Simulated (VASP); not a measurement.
A run of VASP 6.6.1 is set up as follows.

Contents of INCAR:

```
PREC = Accurate
ENCUT = 520
EDIFF = 1E-7
ISMEAR = 1
SIGMA = 0.1
LREAL = False
LASPH = True
NELM = 60
ALGO = Normal
ISIF = 2
LWAVE = False
LCHARG = True
METAGGA = R2SCAN
LMIXTAU = True
LUSE_VDW = True
IVDW_NL = 2
BPARAM = 11.95
CPARAM = 0.0093
LVHAR = True
```

The input KPOINTS:

```
Automatic mesh
0
Gamma
  14 14 14
```

Contents of POSCAR:

```
AlRu                                    
1.0
    2.9779651021     -0.0000000000      0.0000000000
    0.0000000000      2.9779651021      0.0000000000
   -0.0000000000     -0.0000000000      2.9779651021
  Ru              Al            
     1     1
Direct
     0.0000000000000000    0.0000000000000000    0.0000000000000000
     0.5000000000000000    0.5000000000000000    0.5000000000000000
```

Potentials or basis: VASP PAW PBE potentials, release 64 (Ru_pv, Al).

Launch:

```bash
$ cat potpaw_PBE.64/Ru_pv/POTCAR potpaw_PBE.64/Al/POTCAR > POTCAR
$ mpirun -np 1 vasp_std > vasp.out
```

(1) Predict the band gap on the k mesh.

(2) Predict the pressure.

Answers

(1) none (metal or under the smearing width).

(2) 0.0 GPa.

Caveat: the PAW data sets were made with another functional, which shifts forces and pressure a little; pairwise dispersion overbinds metals, which lowers pressure and volume.
